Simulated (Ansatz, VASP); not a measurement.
**SrO: VASP beside Ansatz**

One calculation is typed for both programs; each brings its own data sets and cutoff. How far apart do they land? The cell is taken from a series of VASP runs on this material, whose earlier steps may have relaxed, scaled or displaced it; both programs get it as it stands. Other levels of theory on this material are compared in a session of their own.

Program: Ansatz 0.2.0. Level of theory: plane waves, with VASP 6.6.1 beside it; band structure at r2SCAN, spin-orbit coupling. Results are calculated unless marked as measured.

**1. The structure**

Symmetry: Fm-3m, No. 225, cubic system. The conventional cell has a = 5.161 Å, b = 5.161 Å, c = 5.161 Å, α = 90.00°, β = 90.00°, γ = 90.00°. Sr has 6 O at 2.58 Å nearest. Nearest to O lie 6 Sr at 2.58 Å. Farther neighbours and most contacts between anions are not listed.

**2. VASP: band structure, r2SCAN, spin-orbit coupling**

The same path points are solved in both programs, so levels can be compared one by one.

Lines of VASP's logs that name or quote its potential files are left out, and so is its time.

INCAR

```
SYSTEM = SrO
PREC = Accurate
ENCUT = 460
EDIFF = 1E-06
NELM = 100
ISMEAR = 0
SIGMA = 0.03
LREAL = .FALSE.
ALGO = Normal
METAGGA = R2SCAN
LASPH = .TRUE.
LNONCOLLINEAR = .TRUE.
MAGMOM = 0 0 0 0 0 0
NBANDS = 28
GGA_COMPAT = .FALSE.
LSORBIT = .TRUE.
LORBIT = 11
LWAVE = .FALSE.
LCHARG = .FALSE.
KPAR = 4
```

POSCAR

```
SrO
1.0
    0.0000000000      2.5806600000      2.5806600000
    2.5806600000      0.0000000000      2.5806600000
    2.5806600000      2.5806600000      0.0000000000
Sr O
1 1
Direct
    0.0000000000      0.0000000000      0.0000000000
    0.5000000000      0.5000000000      0.5000000000
```

KPOINTS

```
Automatic mesh
0
Gamma
8 8 8
0 0 0
```

KPOINTS_OPT

```
Line mode
10
Line-mode
Reciprocal
  0.00000000   0.00000000   0.00000000 GAMMA
  0.50000000   0.00000000   0.50000000 X

  0.50000000   0.00000000   0.50000000 X
  0.50000000   0.25000000   0.75000000 W

  0.50000000   0.25000000   0.75000000 W
  0.37500000   0.37500000   0.75000000 K

  0.37500000   0.37500000   0.75000000 K
  0.00000000   0.00000000   0.00000000 GAMMA

  0.00000000   0.00000000   0.00000000 GAMMA
  0.50000000   0.50000000   0.50000000 L

  0.50000000   0.50000000   0.50000000 L
  0.62500000   0.25000000   0.62500000 U

  0.62500000   0.25000000   0.62500000 U
  0.50000000   0.25000000   0.75000000 W

  0.50000000   0.25000000   0.75000000 W
  0.50000000   0.50000000   0.50000000 L

  0.50000000   0.50000000   0.50000000 L
  0.37500000   0.37500000   0.75000000 K

  0.62500000   0.25000000   0.62500000 U
  0.50000000   0.00000000   0.50000000 X
```

Potentials, in the order of the species: Sr_sv and O (PBE family, release 64).

On the command line:

```
$ mpirun -np 4 vasp_ncl
```

Numbers of over 12 decimals in the logs are rounded to 6 here.

The log of the run:

```text
[banner, memory and clock lines left out]
running    4 mpi-ranks, on    1 nodes
 distrk:  each k-point on    1 cores,    4 groups
 distr:  one band on    1 cores,    1 groups

 POSCAR found type information on POSCAR SrO
 POSCAR found :  2 types and       2 ions
|                                                                             |
|               ----> ADVICE to this user running VASP <----                  |
|                                                                             |
|     You enforced a specific xc type in the INCAR file but a different       |
|     [... a line on the potential file left out ...]
|     I HOPE YOU KNOW WHAT YOU ARE DOING!                                     |
|                                                                             |

 LDA part: xc-table for (None), standard interpolation
 POSCAR, INCAR and KPOINTS ok, starting setup
 FFT: planning ... GRIDC
 FFT: planning ... GRID_SOFT
 FFT: planning ... GRID
 WAVECAR not read
 entering main loop
       N       E                     dE             d eps       ncg     rms          rms(c)
DAV:   1     0.620616196403E+02    0.62062E+02   -0.78055E+03  1624   0.103E+03
DAV:   2    -0.292123541650E+02   -0.91274E+02   -0.85212E+02  2092   0.253E+02
DAV:   3    -0.346160725886E+02   -0.54037E+01   -0.53465E+01  2476   0.522E+01
DAV:   4    -0.348013128981E+02   -0.18524E+00   -0.18492E+00  2208   0.712E+00
DAV:   5    -0.348025132458E+02   -0.12003E-02   -0.12002E-02  2012   0.670E-01    0.197E+01
DAV:   6    -0.269910183659E+02    0.78115E+01   -0.46801E+00  2072   0.180E+01    0.178E+01
DAV:   7    -0.271241647910E+02   -0.13315E+00   -0.28220E-01  1812   0.444E+00    0.103E+01
DAV:   8    -0.271420234401E+02   -0.17859E-01   -0.93763E-02  1700   0.322E+00    0.288E+00
DAV:   9    -0.271387172779E+02    0.33062E-02   -0.97280E-03  1912   0.103E+00    0.500E-01
DAV:  10    -0.271393971180E+02   -0.67984E-03   -0.53513E-03  1900   0.601E-01    0.175E-01
DAV:  11    -0.271395663577E+02   -0.16924E-03   -0.14789E-03  1764   0.406E-01    0.114E-01
DAV:  12    -0.271394982001E+02    0.68158E-04   -0.34797E-04  1856   0.167E-01    0.310E-02
DAV:  13    -0.271395133157E+02   -0.15116E-04   -0.65132E-05  1864   0.685E-02    0.299E-02
DAV:  14    -0.271395053229E+02    0.79928E-05   -0.16698E-05  1768   0.393E-02    0.850E-03
DAV:  15    -0.271395048126E+02    0.51027E-06   -0.21131E-06  1808   0.122E-02
   1 F= -.27139505E+02 E0= -.27139505E+02  d E =-.139419E-37  mag=     0.0000     0.0000    -0.0000
 Start KPOINTS_OPT (optional k-point list driver)
k-point batch [1-29\100]
       N       E                     dE             ncg
DAV:   1    -0.232674708499E+04   -0.15761E+05     1624
DAV:   2    -0.480173233759E+04   -0.24750E+04     2052
DAV:   3    -0.494306164030E+04   -0.14133E+03     2460
DAV:   4    -0.494650843241E+04   -0.34468E+01     2264
DAV:   5    -0.494653751145E+04   -0.29079E-01     2132
DAV:   6    -0.494653796534E+04   -0.45389E-03     2240
DAV:   7    -0.494653796950E+04   -0.41569E-05     1844
DAV:   8    -0.494653796955E+04   -0.58556E-07     1400
[...]
k-point batch [88-100\100]
       N       E                     dE             ncg
DAV:   1     0.706435644850E+04   -0.85487E+04      728
DAV:   2     0.597037686041E+04   -0.10940E+04      964
DAV:   3     0.591739390898E+04   -0.52983E+02     1028
DAV:   4     0.591591925529E+04   -0.14747E+01     1072
DAV:   5     0.591590902158E+04   -0.10234E-01      948
DAV:   6     0.591590886289E+04   -0.15868E-03     1096
DAV:   7     0.591590886113E+04   -0.17682E-05      828
DAV:   8     0.591590886111E+04   -0.18729E-07      620
```

OUTCAR, selected parts (step 2):

```text
ion  position               nearest neighbor table
   1  0.000  0.000  0.000-   2 2.58   2 2.58   2 2.58   2 2.58   2 2.58   2 2.58
   2  0.500  0.500  0.500-   1 2.58   1 2.58   1 2.58   1 2.58   1 2.58   1 2.58

  LATTYP: Found a face centered cubic cell.
 ALAT       =     5.1613200000

 Subroutine GETGRP returns: Found 48 space group operations
 (whereof 48 operations were pure point group operations)

The static configuration has the point symmetry O_h .

 Found     29 irreducible k-points:

   k-points           NKPTS =     29   k-points in BZ     NKDIM =     29   number of bands    NBANDS=     28

   dimension x,y,z NGX =    28 NGY =   28 NGZ =   28
   dimension x,y,z NGXF=    56 NGYF=   56 NGZF=   56

   ENCUT  =  460.0 eV  33.81 Ry    5.81 a.u.   6.38  6.38  6.38*2*pi/ulx,y,z

   NELECT =      16.0000    total number of electrons

 k-points in reciprocal lattice and weights: Automatic mesh
   0.00000000  0.00000000  0.00000000       0.002
   0.12500000  0.00000000  0.00000000       0.016
   0.25000000  0.00000000  0.00000000       0.016
   0.37500000  0.00000000  0.00000000       0.016
   0.50000000  0.00000000  0.00000000       0.008
   0.12500000  0.12500000  0.00000000       0.012
   0.25000000  0.12500000  0.00000000       0.047
   0.37500000  0.12500000  0.00000000       0.047
   0.50000000  0.12500000  0.00000000       0.047
[...]
-0.37500000  0.50000000  0.12500000       0.023
  -0.25000000  0.50000000  0.25000000       0.012

 average (electrostatic) potential at core
       1 -41.1219       2 -74.4054

 E-fermi :   1.5723

 k-point     1 :       0.0000    0.0000    0.0000
  band No.  band energies     occupation
    ...
     12       1.2492      1.00000
     13       1.3082      1.00000
     14       1.3082      1.00000
     15       1.3082      1.00000
     16       1.3082      1.00000
     17       5.8612      0.00000
     18       5.8612      0.00000
     19       8.0289      0.00000
     20       8.0289      0.00000
     21       8.0289      0.00000
    ...

 k-point     2 :       0.1250    0.0000    0.0000
  band No.  band energies     occupation
    ...
     12       0.8629      1.00000
     13       1.0837      1.00000
     14       1.0837      1.00000
     15       1.1160      1.00000
     16       1.1160      1.00000
     17       6.5409      0.00000
     18       6.5409      0.00000
     19       7.8801      0.00000
     20       7.8801      0.00000
     21       8.3367      0.00000
    ...

 k-point     3 :       0.2500    0.0000    0.0000
  band No.  band energies     occupation
    ...
     12       0.0684      1.00000
     13       0.6733      1.00000
     14       0.6733      1.00000
     15       0.6980      1.00000
     16       0.6980      1.00000
     17       7.7910      0.00000
     18       7.7910      0.00000
     19       8.0831      0.00000
     20       8.0831      0.00000
     21       9.1712      0.00000
    ...

  Total       -0.0081839     -0.0081839     -0.0081839     -0.0000000      0.0000000      0.0000000
  in kB       -0.3814586     -0.3814586     -0.3814586     -0.0000000      0.0000000      0.0000000
  external PRESSURE =      -0.3814586 kB  Pullay stress =       0.0000000 kB

  energy-cutoff  :      460.00
  volume of cell :       34.37
      direct lattice vectors                 reciprocal lattice vectors
     0.000000000  2.580660000  2.580660000    -0.193748886  0.193748886  0.193748886
     2.580660000  0.000000000  2.580660000     0.193748886 -0.193748886  0.193748886
     2.580660000  2.580660000  0.000000000     0.193748886  0.193748886 -0.193748886

 POSITION                                       TOTAL-FORCE (eV/Angst)
 -----------------------------------------------------------------------------------
      0.00000      0.00000      0.00000         0.000000     -0.000000     -0.000000
      2.58066      2.58066      2.58066         0.000000      0.000000      0.000000
 -----------------------------------------------------------------------------------
    total drift:                                0.000000      0.000000      0.000000

  FREE ENERGIE OF THE ION-ELECTRON SYSTEM (eV)
  ---------------------------------------------------
  free  energy   TOTEN  =       -27.1395048126 eV

  energy  without entropy=      -27.1395048126  energy(sigma->0) =      -27.13950481

 Spin-Orbit-Coupling matrix elements
 Ion:    1  E_soc:     -0.1628715
 Ion:    2  E_soc:     -0.0002831

 total charge
# of ion       s       p       d       tot
------------------------------------------
    1        2.014   5.915   0.235   8.165
    2        1.563   3.448   0.000   5.011
--------------------------------------------------
tot          3.577   9.363   0.235  13.175

 magnetization (x)
# of ion       s       p       d       tot
------------------------------------------
    1       -0.000   0.000   0.000  -0.000
    2        0.000  -0.000   0.000   0.000
--------------------------------------------------
tot          0.000  -0.000   0.000  -0.000

 magnetization (y)
# of ion       s       p       d       tot
------------------------------------------
    1        0.000   0.000   0.000   0.000
    2       -0.000  -0.000   0.000  -0.000
--------------------------------------------------
tot          0.000  -0.000   0.000  -0.000

 magnetization (z)
# of ion       s       p       d       tot
------------------------------------------
    1       -0.000   0.000   0.000  -0.000
    2        0.000   0.000   0.000   0.000
--------------------------------------------------
tot          0.000   0.000   0.000   0.000

[... 3 further parts left out ...]
```

The run ends at a pressure of -0.04 GPa.

(Part 1 of 2 ends here.)

[Lines on the potential files, build, host, timing and source positions are cut from VASP's logs without a mark.]

[Logs are printed without paths, hosts, clocks, repeated set-up lines and the standing remarks that a program may print on its own settings, such as how far it seeks lower states.]

[Hosts, paths, dates, database ids (printed as entryN), source tags and the programs' standing remarks are cut or masked in the printed files.]
